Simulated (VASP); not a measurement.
Set up this calculation in VASP 6.6.1, as the native input.

```yaml
Task: work function
Functional: PBE
Potentials_or_basis: VASP PAW PBE potentials, release 64 (Se, Zr_sv)
Cutoff: 520 eV
k_mesh: 12 × 12 × 1
Occupations: gaussian, width 0.03 eV
Spin: non-collinear spin, zero start, spin-orbit coupling
Starting_moments: "[[0.0, 0.0, 0.0], [0.0, 0.0, 0.0], [0.0, 0.0, 0.0]] μB"
Dipole_correction: yes
Further_INCAR_settings: ALGO = Normal; EDIFF = 1e-07
```

The structure of ZrSe2 lies in POSCAR:

```
ZrSe2                                   
1.0
    3.7551111207      0.0000000000      0.0000000000
   -1.8775555604      3.2520216282      0.0000000000
    0.0000000000      0.0000000000     19.1600000000
  Se              Zr            
     2     1
Direct
     0.3333330000000032    0.6666669999999968    0.4167438954278610
     0.6666669999999968    0.3333330000000032    0.5832561045721391
     0.0000000000000000    0.0000000000000000    0.5000000000000000
```

The cell was built by a generator and needn't be a form met in nature.

The input as run:

INCAR

```
  PREC = Accurate
  ENCUT = 520
  EDIFF = 1E-7
  ISMEAR = 0
  SIGMA = 0.03
  LREAL = F
  LASPH = T
  NELM = 80
  ALGO = Normal
  ISIF = 2
  LWAVE = F
  LCHARG = T
  LNONCOLLINEAR = T
  MAGMOM = 0 0 0 0 0 0 0 0 0
  LORBIT = 11
  LSORBIT = T
  GGA_COMPAT = F
  LMAXMIX = 4
  LDIPOL = T
  IDIPOL = 3
  DIPOL = 0.5 0.5 0.500
  GGA = PE
  LVHAR = T
  LVACPOTAV = T
  KPAR = 4
```

KPOINTS

```
regular mesh
0
Gamma
  12 12 1
```

Potentials or basis: VASP PAW PBE potentials, release 64 (Se, Zr_sv).

The run is started by

```console
$ cat potpaw_PBE.64/Se/POTCAR potpaw_PBE.64/Zr_sv/POTCAR > POTCAR
$ mpirun -np 4 vasp_ncl > vasp.out
```

It gave:

* Largest force: 0.090 eV/Å
* Net moment: 0.00 μB per cell
* Valence electrons inside the program's atomic spheres: Se 3.89; Zr 9.64
* Work function of the upper face: 5.25 eV
* Work function of the lower face: 5.25 eV

Wall time 3 min on 4 MPI ranks on Intel(R) Xeon(R) Platinum 8488C (Sapphire Rapids), on a shared host, peak memory 0.94 GiB a rank.
